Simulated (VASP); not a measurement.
# RbBr (Pm-3m) in VASP: notebook

One crystal, RbBr, is run at these levels: r2SCAN; tasks: single point.

Program: VASP 6.6.1. These are calculated values, not measurements. Logs are shortened: lines on timing, memory, paths and dates and some standing lists are left out, and cuts for length are marked.

### Step 1. The crystal as given

The structure is cubic, space group Pm-3m (No. 221). Conventional cell: a = 4.126 Å, b = 4.126 Å, c = 4.126 Å, α = 90.00°, β = 90.00°, γ = 90.00°. Rb (site symmetry m-3m) has 8 Br at 3.57 Å as nearest neighbours. Around Br (site symmetry m-3m) lie 8 Rb at 3.57 Å.

The cell comes from a database or a generator and needn't be the stable form of this composition.

### Step 2. Single point, r2SCAN

Input file POSCAR:

```
RbBr
1.0
    4.1260773000      0.0000000000      0.0000000000
    0.0000000000      4.1260773000      0.0000000000
    0.0000000000      0.0000000000      4.1260773000
Rb Br
1 1
Direct
    0.0000000000      0.0000000000      0.0000000000
    0.5000000000      0.5000000000      0.5000000000
```

Input file INCAR.step1:

```
SYSTEM = RbBr
PREC = Accurate
ENCUT = 520
ISMEAR = -1
SIGMA = 0.03
LREAL = .False.
LASPH = .True.
NELM = 100
NBANDS = 15
GGA = PE
ALGO = Normal
EDIFF = 1E-4
LWAVE = .True.
LCHARG = .False.
```

Input file INCAR.step2:

```
SYSTEM = RbBr
PREC = Accurate
ENCUT = 520
EDIFF = 1E-6
ISMEAR = -1
SIGMA = 0.03
LREAL = .False.
LASPH = .True.
NELM = 100
ALGO = Normal
ISIF = 2
LWAVE = .False.
LCHARG = .False.
METAGGA = R2SCAN
LMIXTAU = .True.
NBANDS = 15
ISTART = 1
```

Input file KPOINTS:

```
Automatic mesh
0
Gamma
  7 7 7
  0 0 0
```

Potentials or basis: VASP PAW PBE potentials, release 64 (Rb_sv, Br).

Run with:

```bash
$ cat potpaw_PBE.64/Rb_sv/POTCAR potpaw_PBE.64/Br/POTCAR > POTCAR
$ cp INCAR.step1 INCAR
$ mpirun -np 1 vasp_std > vasp.out
$ cp INCAR.step2 INCAR
$ mpirun -np 1 vasp_std > vasp.out
```

OUTCAR:

```text
SYSTEM = RbBr
   PREC = Accurate
   ENCUT = 520
   EDIFF = 1E-6
   ISMEAR = -1
   LREAL = .False.
   LASPH = .True.
   NELM = 100
   ISIF = 2
   METAGGA = R2SCAN
   ISTART = 1

 ion  position               nearest neighbor table
   1  0.000  0.000  0.000-   2 3.57   2 3.57   2 3.57   2 3.57   2 3.57   2 3.57   2 3.57   2 3.57

   2  0.500  0.500  0.500-   1 3.57   1 3.57   1 3.57   1 3.57   1 3.57   1 3.57   1 3.57   1 3.57

  LATTYP: Found a simple cubic cell.
 ALAT       =     4.1260773000

  Lattice vectors:

 A1 = (   4.1260773000,   0.0000000000,   0.0000000000)
 A2 = (   0.0000000000,   4.1260773000,   0.0000000000)
 A3 = (   0.0000000000,   0.0000000000,   4.1260773000)

Analysis of symmetry for initial positions (statically):
=====================================================================
 Subroutine PRICEL returns:
 Original cell was already a primitive cell.

 Routine SETGRP: Setting up the symmetry group for a
 simple cubic supercell.

 Subroutine GETGRP returns: Found 48 space group operations
 (whereof 48 operations were pure point group operations)
 out of a pool of 48 trial point group operations.

The static configuration has the point symmetry O_h .

Analysis of symmetry for dynamics (positions and initial velocities):
=====================================================================
 Subroutine PRICEL returns:
 Original cell was already a primitive cell.

 Routine SETGRP: Setting up the symmetry group for a
 simple cubic supercell.

 Subroutine GETGRP returns: Found 48 space group operations
 (whereof 48 operations were pure point group operations)
 out of a pool of 48 trial point group operations.

The dynamic configuration has the point symmetry O_h .

 Subroutine INISYM returns: Found 48 space group operations
 (whereof 48 operations are pure point group operations),
 and found     1 'primitive' translations

----------------------------------------------------------------------------------------

                                     Primitive cell

  volume of cell :      70.2445

  direct lattice vectors                    reciprocal lattice vectors
     4.126077300  0.000000000  0.000000000     0.242360947  0.000000000  0.000000000
     0.000000000  4.126077300  0.000000000     0.000000000  0.242360947  0.000000000
     0.000000000  0.000000000  4.126077300     0.000000000  0.000000000  0.242360947

  length of vectors
[... 87 lines left out ...]
   PSTRESS=    0.0 pullay stress
   NELECT =      16.0000    total number of electrons
   NUPDOWN=      -1.0000    fix difference up-down
   EMIN   =  10.00;   EMAX   =-10.00  energy-range for DOS
   EFERMI =   0.00;   METHOD = LEGACY
   ISMEAR =    -1;   SIGMA  =   0.03  broadening in eV -4-tet -1-fermi 0-gaus
   EFERMI_NEDOS =   21; number of points for ismear=-14 and -15
   IALGO  =     38    algorithm
   IMIX   =      4    mixing-type and parameters
     AMIX     =   0.40;   BMIX     =  1.00
     AMIX_MAG =   1.60;   BMIX_MAG =  1.00
  volume/ion in A,a.u.               =      35.12       237.02
  Fermi-wavevector in a.u.,A,eV,Ry     =   0.999795  1.889338 13.600238  0.999589
  Thomas-Fermi vector in A             =   2.132108
   LORBIT       =      0    0 simple, 1 ext, 2 COOP (PROOUT), +10 PAW based schemes
   METAGGA = R2SCAN    functional components
   LHFCALC =     F    Hartree Fock is set to
   AEXX    =    0.0000 exact exchange contribution
   IVDW    =     0    specifies the selected vdW correction
   LEPSILON=     F    determine dielectric tensor
   LRPA    =     F    only Hartree local field effects (RPA)
 non-spin polarized calculation
  energy-cutoff  :      520.00
  volume of cell :       70.24
 maximum number of plane-waves:      1907
 NGX is ok and might be reduce to    32
   NGX = 15   NGY = 15   NGZ = 15

 number of electron      16.0000002 magnetization

 Free energy of the ion-electron system (eV)
  ---------------------------------------------------
  ext. energy  EPLUGINS =         0.00000000
  ---------------------------------------------------
  free energy    TOTEN  =       -31.11039055 eV

  energy without entropy =      -31.11039055  energy(sigma->0) =      -31.11039055

 E-fermi :  -0.3991     XC(G=0):  -8.3261

 val. band max:       -1.0736670304   @ k =   0.4286   0.4286   0.0000
 cond. band min:       3.7810652738   @ k =   0.0000   0.0000   0.0000
 fundamental gap:      4.8547323043
 Fermi energy:        -0.3990697999

 k-point     1 :       0.0000    0.0000    0.0000
  band No.  band energies     occupation
      1     -26.9383      2.00000
      2     -14.1076      2.00000
      3     -10.3756      2.00000
      4     -10.3756      2.00000
      5     -10.3756      2.00000
      6      -1.2050      2.00000
      7      -1.2050      2.00000
      8      -1.2050      2.00000
      9       3.7811      0.00000
     10       5.0660      0.00000
     11       5.0660      0.00000
     12       9.6720      0.00000
     13       9.6720      0.00000
     14       9.6720      0.00000
[... 329 lines left out ...]
      2     -13.8147      2.00000
      3     -10.5947      2.00000
      4     -10.5888      2.00000
      5     -10.5888      2.00000
      6      -2.3320      2.00000
      7      -2.3320      2.00000
      8      -2.2775      2.00000
      9       7.3140      0.00000
     10       7.6856      0.00000
     11       7.6856      0.00000
     12       8.9470      0.00000
     13       9.1185      0.00000
     14       9.1185      0.00000
     15      11.9549      0.00000

------------------------ aborting loop because EDIFF is reached ----------------------------------------

  FORCE on cell =-STRESS in cart. coord.  units (eV):
  Direction    XX          YY          ZZ          XY          YZ          ZX
  --------------------------------------------------------------------------------------
  -------------------------------------------------------------------------------------
  Total        0.0215209      0.0215209      0.0215209     -0.0000000     -0.0000000      0.0000000
  in kB        0.4908623      0.4908623      0.4908623     -0.0000000     -0.0000000      0.0000000
  external PRESSURE =       0.4908623 kB  Pullay stress =       0.0000000 kB

 VOLUME and BASIS-vectors are now :
 -----------------------------------------------------------------------------
  energy-cutoff  :      520.00
  volume of cell :       70.24
      direct lattice vectors                 reciprocal lattice vectors
     4.126077300  0.000000000  0.000000000     0.242360947  0.000000000  0.000000000
     0.000000000  4.126077300  0.000000000     0.000000000  0.242360947  0.000000000
     0.000000000  0.000000000  4.126077300     0.000000000  0.000000000  0.242360947

 POSITION                                       TOTAL-FORCE (eV/Angst)
 -----------------------------------------------------------------------------------
      0.00000      0.00000      0.00000         0.000000      0.000000      0.000000
      2.06304      2.06304      2.06304         0.000000      0.000000      0.000000
 -----------------------------------------------------------------------------------
    total drift:                                0.000000      0.000000     -0.000000

  FREE ENERGIE OF THE ION-ELECTRON SYSTEM (eV)
  ---------------------------------------------------
  free  energy   TOTEN  =       -31.1103905496 eV

  energy  without entropy=      -31.1103905496  energy(sigma->0) =      -31.11039055
```

OUTCAR.step1:

```text
SYSTEM = RbBr
   PREC = Accurate
   ENCUT = 520
   ISMEAR = -1
   LREAL = .False.
   LASPH = .True.
[... 576 lines left out ...]
      0.00000      0.00000      0.00000         0.000000      0.000000      0.000000
      2.06304      2.06304      2.06304         0.000000      0.000000      0.000000
 -----------------------------------------------------------------------------------
    total drift:                                0.000000      0.000000     -0.000000

  FREE ENERGIE OF THE ION-ELECTRON SYSTEM (eV)
  ---------------------------------------------------
  free  energy   TOTEN  =        -5.9957980507 eV

  energy  without entropy=       -5.9957980507  energy(sigma->0) =       -5.99579805
```

It took 47 s on 1 thread of Intel Xeon Platinum 8488C (Sapphire Rapids), shared host; peak memory 0.19 GiB.

Results:

```
Free energy            : -31.1104 eV
Pressure               : 0.0 GPa
Band gap on the k mesh : 4.85 eV, indirect (least direct gap 4.99 eV)
```

Caveat: the PAW data sets were made with another functional, which shifts forces and pressure a little; an odd mesh through Γ misses points on the zone boundary, where band edges often lie.

### Step 3. Single point, r2SCAN (volume scaled by 0.975)

Input file POSCAR:

```
RbBr
1.0
    4.0914027422      0.0000000000      0.0000000000
    0.0000000000      4.0914027422      0.0000000000
    0.0000000000      0.0000000000      4.0914027422
Rb Br
1 1
Direct
    0.0000000000      0.0000000000      0.0000000000
    0.5000000000      0.5000000000      0.5000000000
```

Input file INCAR.step1:

```
SYSTEM = RbBr
ALGO     = Normal         ! electronic algorithm
EDIFF    = 1E-4           ! SCF threshold, eV
ENCUT    = 520            ! plane-wave cutoff, eV
GGA      = PE             ! functional
ISMEAR   = -1             ! smearing method
LASPH    = .TRUE.         ! aspherical terms in the spheres
LCHARG   = .FALSE.        ! write CHGCAR
LREAL    = .FALSE.        ! projectors in reciprocal space
LWAVE    = .TRUE.         ! write WAVECAR
NBANDS   = 15             ! bands
NELM     = 100            ! most SCF steps
PREC     = Accurate       ! precision mode
SIGMA    = 0.03           ! smearing width, eV
```

Input file INCAR.step2:

```
SYSTEM = RbBr
ALGO     = Normal         ! electronic algorithm
EDIFF    = 1E-6           ! SCF threshold, eV
ENCUT    = 520            ! plane-wave cutoff, eV
ISIF     = 2              ! what is computed and relaxed
ISMEAR   = -1             ! smearing method
ISTART   = 1            
LASPH    = .TRUE.         ! aspherical terms in the spheres
LCHARG   = .TRUE.         ! write CHGCAR
LELF     = .TRUE.         ! ELF
LMIXTAU  = .TRUE.       
LREAL    = .FALSE.        ! projectors in reciprocal space
LVHAR    = .TRUE.       
LWAVE    = .FALSE.        ! write WAVECAR
METAGGA  = R2SCAN         ! meta-GGA
NBANDS   = 15             ! bands
NELM     = 100            ! most SCF steps
PREC     = Accurate       ! precision mode
SIGMA    = 0.03           ! smearing width, eV
```

Input file KPOINTS:

```
k-points
0
G
  7 7 7
  0 0 0
```

Potentials or basis: VASP PAW PBE potentials, release 64 (Rb_sv, Br).

Run with:

```bash
$ cat potpaw_PBE.64/Rb_sv/POTCAR potpaw_PBE.64/Br/POTCAR > POTCAR
$ cp INCAR.step1 INCAR
$ mpirun -np 1 vasp_std > vasp.out
$ cp INCAR.step2 INCAR
$ mpirun -np 1 vasp_std > vasp.out
```

Wall time 55 s (1 thread of Intel Xeon Platinum 8488C (Sapphire Rapids), shared host); peak memory 0.17 GiB.

The run converged. Its results:

```yaml
Free_energy: -31.1073 eV
Pressure: 0.5 GPa
Band_gap_on_the_k_mesh: 4.95 eV, indirect (least direct gap 5.09 eV)
```

Levels at points of the mesh, in eV from the valence-band top:
```csv
k point,band 5,band 6,band 7,band 8,band 9,band 10,band 11,band 12
"(0.00, 0.00, 0.00)",-9.26,-0.13,-0.13,-0.13,4.95,6.11,6.11,10.81
```

Caveat: the PAW data sets were made with another functional, which shifts forces and pressure a little; an odd mesh through Γ misses points on the zone boundary, where band edges often lie.
